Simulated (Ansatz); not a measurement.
BN, 8 atoms in the cell. The cell holds a slab with vacuum, 8 atoms: a = 2.504 Å, b = 2.504 Å, c = 24.992 Å, α = 90.00°, β = 90.00°, γ = 120.00°.  The cell isn't the ideal one: the (0 0 1) slab of BN, cut from the database cell, not relaxed.

* Program: Ansatz 0.2.0
* Task: single point
* Functional: PBE
* Potentials or basis: Ansatz PAW earlier set
* Cutoff: 870 eV (not typed: the program's choice for these potentials)
* k mesh: 12 × 12 × 1
* Occupations: fermi-dirac, width 0.05 eV
* Spin: no spin polarisation
* Boundary along the surface normal: dipole_correction
* Miller: [0, 0, 1]
* Bulk formula: BN

Potentials or basis: Ansatz PAW earlier set.

The run is started by

```bash
$ ansatz run input.yaml --threads 4 --pin off --max-ram 11264MiB --backend cpu --events-out ev --progress --plain --runs-dir out
```

Hardware: 4 threads of Arm Neoverse V1, on a shared host.

How long does it take, and how much memory?

Run time: 7 s on 4 threads of Arm Neoverse V1, with other jobs on the host, peak memory 0.66 GiB. Counts: scf iterations 9, plane waves 7801, k points 19, bands 24.
